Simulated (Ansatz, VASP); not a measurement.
**Cu in VASP and in Ansatz**

The input INCAR:

```
  ALGO = Normal
  EDIFF = 1E-7
  ENCUT = 520
  GGA = CA
  ISIF = 2
  ISMEAR = -1
  LASPH = T
  LCHARG = T
  LELF = T
  LREAL = F
  LVHAR = T
  LWAVE = F
  NBANDS = 12
  NELM = 60
  PREC = Accurate
  SIGMA = 0.05
```

Contents of KPOINTS:

```
k-points
0
Gamma
  13 13 13
```

File POSCAR:

```
Cu
1.0
   -1.4617796199      1.4617796199      1.3941898615
    1.4617796199     -1.4617796199      1.3941898615
    1.4617796199      1.4617796199     -1.3941898615
Cu
1
Direct
    0.0000000000      0.0000000000      0.0000000000
```

Contents of input.yaml:

```yaml
crystal:
  lattice:
    - [-1.4617796199, 1.4617796199, 1.3941898615]
    - [1.4617796199, -1.4617796199, 1.3941898615]
    - [1.4617796199, 1.4617796199, -1.3941898615]
  atoms:
    - { symbol: Cu, position: [0.0, 0.0, 0.0] }
hamiltonian:
  xc: lda
  pseudopotentials: { kind: paw }
kpoints:
  mp_grid: { grid: [13, 13, 13] }
scf:
  occupations: { method: fermi_dirac, width: 0.05 }
output:
  forces: true
  stress: true
  eigenvalues: true
```

This isn't the form of Cu at room conditions, which is fcc.

Alike in both runs: task single point; functional LDA; k mesh 13 × 13 × 13; occupations fermi-dirac, width 0.05 eV; no spin polarisation.

|  | VASP | Ansatz |
| --- | --- | --- |
| version | VASP 6.6.1 | Ansatz 0.2.0 |
| potentials or method | VASP PAW LDA potentials, release 64 (Cu) | Ansatz PAW |
| plane-wave cutoff (eV) | 520 | 420 |
| valence electrons in the cell | 11 | 19 |

```tsv
	VASP	Ansatz	Ansatz less VASP
gap on the k mesh at the Fermi level (eV)	none	none	-
pressure (GPa)	-12.1	-12.9	-0.83
largest component of the traceless stress (GPa)	0.44	0.42	-0.024
```

A gap of «none» marks a metal or a gap that the smearing closes. The two sets of potentials don't hold the same shells in valence.

Caveats: the PAW data sets come from PBE, with cores solved anew for the run's functional, which leaves a small shift of forces and pressure (Ansatz).
